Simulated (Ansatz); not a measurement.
# Pt: the change of pressure with volume scale

Periodic Kohn-Sham DFT of a crystal at fixed atoms, scaled to volume_scale times the given cell; pressure positive in compression, energy less spherical unpolarised free atoms, largest_vzz the field gradient of largest size among the nuclei. The results are calculated, by Ansatz 0.2.0.

The cell before it is scaled or strained (space group Fm-3m, No. 225):
```
CELL_PARAMETERS angstrom
0.00000 1.97160 1.97160
1.97160 0.00000 1.97160
1.97160 1.97160 0.00000
ATOMIC_POSITIONS crystal
Pt 0.00000 0.00000 0.00000
```

Settings of every row: method frozen-core PAW; functional LDA; relativity scalar; k mesh 16x16x16; filling fermi-dirac; smearing width 0.05 eV; wave cutoff 420 eV; paw set soft_2.

Atom start moment: 0 on all atoms.

Limits: PAW files made with PBE; no spin-orbit coupling on heavy atoms.

```
row  volume scale  V (Å³/atom)  pressure (GPa)
  1        0.9405       14.416           7.716
  2          0.98       15.021               ?
  3             1       15.327           -10.5
  4          1.02       15.635         -15.175
  5          1.06       16.248         -22.812
```

Question: what pressure should row 2 give?

Worked fit of pressure. Take u = (V_r/V)^(2/3) − 1 with V_r = 15.481 Å³ an atom, which is twice the finite (Eulerian) strain; such expansions in the strain, on which the Birch-Murnaghan equation of state is built, carry the rest volume and the bulk modulus. The shown rows have u = 0.04866, 0.00669, -0.00658, -0.03172. Least squares give pressure = −12.9205 + 355.991 × u + 1398.48 × u² GPa; a straight line predicts inner rows, each left out in turn, worse (root mean square 1.4 against 0.054 GPa). The rows lie off it by 0.003, -0.024, 0.027, -0.007 (root mean square 0.018 GPa). The pressure vanishes at u = 0.0322, or V = 14.76 Å³ an atom, and there the bulk modulus at fixed shape and fractions is B = −V dP/dV = (2/3)(1 + u) dP/du = 307 GPa. The withheld row has u = 0.02031, so the fit gives −12.9205 + 355.991 × (0.02031) + 1398.48 × (0.02031)² = -5.113 GPa.

The calculation gave -5.156 GPa. The fit lies 0.043 GPa (0.14 % of the column's range) above it; its largest miss of a shown row is 0.027 GPa.
